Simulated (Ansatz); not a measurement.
Method: Ansatz, DFT PBE, scalar-relativistic, plane waves, PAW. Settings: cutoff 420 eV, Γ-centred meshes spaced at most about 0.3 Å⁻¹ (2π included), Gaussian smearing. No spin polarisation.

Each guess is relaxed in cell and atoms at zero pressure, on a coarse mesh first where it starts far from rest and then on a converged one. The steps can't lower the symmetry of the start, but it can rise. Energies are static (0 K, no zero-point motion).

Two unrelaxed guesses for PbSe:

A.

```yaml
crystal:
  lattice:
    - [-1.84733, 1.84733, 6.25107]
    - [1.84733, -1.84733, 6.25107]
    - [1.84733, 1.84733, -6.25107]
  atoms:
    - { symbol: Pb, position: [0.54200, 0.54200, 0.00000] }
    - { symbol: Pb, position: [0.29200, 0.79200, 0.50000] }
    - { symbol: Se, position: [0.95800, 0.95800, 0.00000] }
    - { symbol: Se, position: [0.70800, 0.20800, 0.50000] }
```

B.

```yaml
crystal:
  lattice:
    - [3.76767, 0.00000, 0.00000]
    - [-1.88384, 3.26290, 0.00000]
    - [0.00000, 0.00000, 7.07284]
  atoms:
    - { symbol: Pb, position: [0.66667, 0.33333, 0.75000] }
    - { symbol: Pb, position: [0.33333, 0.66667, 0.25000] }
    - { symbol: Se, position: [0.00000, 0.00000, 0.00000] }
    - { symbol: Se, position: [0.00000, 0.00000, 0.50000] }
```

Question: Which guess leads to the lower structure, and by how much?

Answer: B ends lower, by 36 meV/atom. A: I4_1md at 21.3 Å³/atom → I4_1md at 30.2 Å³/atom; B: P6_3/mmc at 21.7 Å³/atom → P6_3/mmc (anti-nickel arsenide type) at 30.2 Å³/atom. Counting Se atoms around Pb (those within 1.25 times the shortest such distance or 1.15 times the sum of covalent radii), the end of A and the end of B both have Pb 6. End of A. Conventional cell: a = 4.024 Å, c = 14.936 Å. Pb has 6 Se at 3.12–3.18 Å; around Se lie 6 Pb at 3.12–3.18 Å. End of B. Conventional cell: a = 4.270 Å, c = 7.646 Å. Around Pb lie 6 Se at 3.12 Å; around Se lie 6 Pb at 3.12 Å.

Shaken at random and relaxed again, the end of A falls into a cell with the rock salt type, space group Fm-3m (No. 225), 120 meV/atom lower and the lowest form computed, so it is a saddle point or a shallow minimum. Shaken at random and relaxed again, the end of B falls into a cell with space group P6_3mc (No. 186), 7 meV/atom lower, so it is a saddle point or a shallow minimum. Spin–orbit coupling, which can matter for Pb, is left out. Some types were kept out of the candidates beforehand, so the set may lack a known form.
